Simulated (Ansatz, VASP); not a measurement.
This is a calculation of Sc for VASP 6.6.1.

The input INCAR:

```
SYSTEM = Sc
PREC = Accurate ; ENCUT = 520
EDIFF = 1E-7 ; ISMEAR = -1
SIGMA = 0.05 ; LREAL = .False.
LASPH = .True. ; NELM = 60
ALGO = Normal ; ISIF = 2
LWAVE = .False. ; LCHARG = .True.
GGA = PE ; LELF = .True.
LVHAR = .True. ; NBANDS = 30
```

The input KPOINTS:

```
Automatic mesh
0
Gamma
  5 5 8
  0 0 0
```

The input POSCAR:

```
Sc
1.0
    5.4226760000      0.0000000000      0.0000000000
    0.0000000000      5.4226760000      0.0000000000
    0.0000000000      0.0000000000      3.4352060000
Sc
4
Direct
    0.0108830000      0.4971730000      0.4788040000
    0.5027970000      0.0081910000      0.5318560000
    0.0029340000      0.0030410000      0.0024290000
    0.4978840000      0.4999770000     -0.0023600000
```

Potentials or basis: VASP PAW PBE potentials, release 64 (Sc_sv).

Launch:

```console
$ cat potpaw_PBE.64/Sc_sv/POTCAR > POTCAR
$ mpirun -np 1 vasp_std > vasp.out
```

Set up the same calculation for Ansatz 0.2.0. Potentials there: Ansatz PAW.

As run (the cutoff follows the program's own potentials):

Contents of input.yaml:

```yaml
crystal:
  lattice:
    - [5.422676, 0.0, 0.0]
    - [0.0, 5.422676, 0.0]
    - [0.0, 0.0, 3.435206]
  atoms:
    - { symbol: Sc, position: [0.010883, 0.497173, 0.478804] }
    - { symbol: Sc, position: [0.502797, 0.008191, 0.531856] }
    - { symbol: Sc, position: [0.002934, 0.003041, 0.002429] }
    - { symbol: Sc, position: [0.497884, 0.499977, -0.00236] }
hamiltonian:
  xc: pbe
  pseudopotentials: { kind: paw }
kpoints:
  mp_grid: { grid: [5, 5, 8] }
scf:
  occupations: { method: fermi_dirac, width: 0.05 }
output:
  forces: true
  stress: true
  eigenvalues: true
```

Potentials or basis: Ansatz PAW.

Launch:

```bash
$ ansatz run input.yaml --threads 2 --pin off --max-ram 5120MiB --backend cpu --events-out ev --progress --plain --runs-dir out
```

Both were run:

|  | VASP | Ansatz | Ansatz less VASP |
| --- | --- | --- | --- |
| gap on the k mesh at the Fermi level (eV) | none | none | - |
| pressure (GPa) | -0.8 | -0.8 | -0.03 |
| largest component of the traceless stress (GPa) | 0.54 | 0.55 | +0.005 |
| rms of the force components (eV/Å) | 0.136 | 0.135 | -0.0007 |

Atom by atom the forces differ by 0.001 eV/Å (rms over components). A gap of «none» marks a metal or a gap that the smearing closes.
